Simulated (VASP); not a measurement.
# Be: generalised stacking fault, by functional

Be, P6_3/mmc (no. 194), 8 atoms in the cell.

| Functional | Unstable fault energy (mJ/m²) | Energy at the end of the slip (mJ/m²) | Ionic steps, all stages | Electronic steps, all stages |
|---|---|---|---|---|
| PBE | 816 | 526 | 52 | 300 |
| SCAN | 959 | 726 | 48 | 524 |

Limits: the faults repeat once a cell, and the in-plane lattice is that of the given cell.

## Input of the first row

INCAR:
```
ALGO = Normal
EDIFF = 1E-6
EDIFFG = -0.02
ENCUT = 300
IBRION = 2
ISIF = 2
ISMEAR = 1
ISYM = 2
KPAR = 8
LASPH = True
LCHARG = False
LREAL = False
LWAVE = False
NELM = 100
NSW = 100
POTIM = 0.5
PREC = Normal
SIGMA = 0.2
```

KPOINTS:
```
k-points
0
Gamma
  22 22 3
```

POSCAR.step1:
```
Be
1.0
    2.2853000000      0.0000000000      0.0000000000
    1.1426500000      1.9791278553      0.0000000000
    0.0000000000      0.0000000000     14.3368000000
Be
8
Selective dynamics
Direct
   -0.3333333333      0.6666666667      0.0000000000  F F T
    0.0000000000      0.0000000000      0.1250000000  F F T
   -0.3333333333      0.6666666667      0.2500000000  F F T
    0.0000000000      0.0000000000      0.3750000000  F F T
   -0.3333333333      0.6666666667      0.5000000000  F F T
    0.0000000000      0.0000000000      0.6250000000  F F T
   -0.3333333333      0.6666666667      0.7500000000  F F T
    0.0000000000      0.0000000000      0.8750000000  F F T
```

POSCAR.step2:
```
Be
1.0
    2.2853000000      0.0000000000      0.0000000000
    1.1426500000      1.9791278553      0.0000000000
   -0.2285300000     -0.1319418570     14.3368000000
Be
8
Selective dynamics
Direct
   -0.3333333333      0.6666666667      0.0000000000  F F T
    0.0083333333      0.0083333333      0.1250000000  F F T
   -0.3166666667      0.6833333333      0.2500000000  F F T
    0.0250000000      0.0250000000      0.3750000000  F F T
   -0.3000000000      0.7000000000      0.5000000000  F F T
    0.0416666667      0.0416666667      0.6250000000  F F T
   -0.2833333333      0.7166666667      0.7500000000  F F T
    0.0583333333      0.0583333333      0.8750000000  F F T
```

POSCAR.step3:
```
Be
1.0
    2.2853000000      0.0000000000      0.0000000000
    1.1426500000      1.9791278553      0.0000000000
   -0.4570600000     -0.2638837140     14.3368000000
Be
8
Selective dynamics
Direct
   -0.3333333333      0.6666666667      0.0000000000  F F T
    0.0166666667      0.0166666667      0.1250000000  F F T
   -0.3000000000      0.7000000000      0.2500000000  F F T
    0.0500000000      0.0500000000      0.3750000000  F F T
   -0.2666666667      0.7333333333      0.5000000000  F F T
    0.0833333333      0.0833333333      0.6250000000  F F T
   -0.2333333333      0.7666666667      0.7500000000  F F T
    0.1166666667      0.1166666667      0.8750000000  F F T
```

POSCAR.step4:
```
Be
1.0
    2.2853000000      0.0000000000      0.0000000000
    1.1426500000      1.9791278553      0.0000000000
   -0.5713250000     -0.3298546425     14.3368000000
Be
8
Selective dynamics
Direct
   -0.3333333333      0.6666666667      0.0000000000  F F T
    0.0208333333      0.0208333333      0.1250000000  F F T
   -0.2916666667      0.7083333333      0.2500000000  F F T
    0.0625000000      0.0625000000      0.3750000000  F F T
   -0.2500000000      0.7500000000      0.5000000000  F F T
    0.1041666667      0.1041666667      0.6250000000  F F T
   -0.2083333333      0.7916666667      0.7500000000  F F T
    0.1458333333      0.1458333333      0.8750000000  F F T
```

POSCAR.step5:
```
Be
1.0
    2.2853000000      0.0000000000      0.0000000000
    1.1426500000      1.9791278553      0.0000000000
   -0.6855900000     -0.3958255711     14.3368000000
Be
8
Selective dynamics
Direct
   -0.3333333333      0.6666666667      0.0000000000  F F T
    0.0250000000      0.0250000000      0.1250000000  F F T
   -0.2833333333      0.7166666667      0.2500000000  F F T
    0.0750000000      0.0750000000      0.3750000000  F F T
   -0.2333333333      0.7666666667      0.5000000000  F F T
    0.1250000000      0.1250000000      0.6250000000  F F T
   -0.1833333333      0.8166666667      0.7500000000  F F T
    0.1750000000      0.1750000000      0.8750000000  F F T
```

POSCAR.step6:
```
Be
1.0
    2.2853000000      0.0000000000      0.0000000000
    1.1426500000      1.9791278553      0.0000000000
   -0.9141200000     -0.5277674281     14.3368000000
Be
8
Selective dynamics
Direct
   -0.3333333333      0.6666666667      0.0000000000  F F T
    0.0333333333      0.0333333333      0.1250000000  F F T
   -0.2666666667      0.7333333333      0.2500000000  F F T
    0.1000000000      0.1000000000      0.3750000000  F F T
   -0.2000000000      0.8000000000      0.5000000000  F F T
    0.1666666667      0.1666666667      0.6250000000  F F T
   -0.1333333333      0.8666666667      0.7500000000  F F T
    0.2333333333      0.2333333333      0.8750000000  F F T
```

POSCAR.step7:
```
Be
1.0
    2.2853000000      0.0000000000      0.0000000000
    1.1426500000      1.9791278553      0.0000000000
   -1.1426500000     -0.6597092851     14.3368000000
Be
8
Selective dynamics
Direct
   -0.3333333333      0.6666666667      0.0000000000  F F T
    0.0416666667      0.0416666667      0.1250000000  F F T
   -0.2500000000      0.7500000000      0.2500000000  F F T
    0.1250000000      0.1250000000      0.3750000000  F F T
   -0.1666666667      0.8333333333      0.5000000000  F F T
    0.2083333333      0.2083333333      0.6250000000  F F T
   -0.0833333333      0.9166666667      0.7500000000  F F T
    0.2916666667      0.2916666667      0.8750000000  F F T
```

Commands (each step's output is kept before the next begins):
```
cat potpaw_PBE.64/Be/POTCAR > POTCAR
# POSCAR: c tilted by 0 of a/3<10-10> on (0001)
cp POSCAR.step1 POSCAR
mpirun -np 8 vasp_std > vasp.out
# POSCAR: c tilted by 0.2 of a/3<10-10> on (0001)
cp POSCAR.step2 POSCAR
mpirun -np 8 vasp_std > vasp.out
# POSCAR: c tilted by 0.4 of a/3<10-10> on (0001)
cp POSCAR.step3 POSCAR
mpirun -np 8 vasp_std > vasp.out
# POSCAR: c tilted by 0.5 of a/3<10-10> on (0001)
cp POSCAR.step4 POSCAR
mpirun -np 8 vasp_std > vasp.out
# POSCAR: c tilted by 0.6 of a/3<10-10> on (0001)
cp POSCAR.step5 POSCAR
mpirun -np 8 vasp_std > vasp.out
# POSCAR: c tilted by 0.8 of a/3<10-10> on (0001)
cp POSCAR.step6 POSCAR
mpirun -np 8 vasp_std > vasp.out
# POSCAR: c tilted by 1 of a/3<10-10> on (0001)
cp POSCAR.step7 POSCAR
mpirun -np 8 vasp_std > vasp.out
```

Changes of the last row against the first:
```
(all steps)
+ METAGGA = SCAN
+ LMIXTAU = True
```

VASP 6.6.1 took 263 s on 8 cores (Intel Xeon Platinum 8488C (Sapphire Rapids)), a shared host.
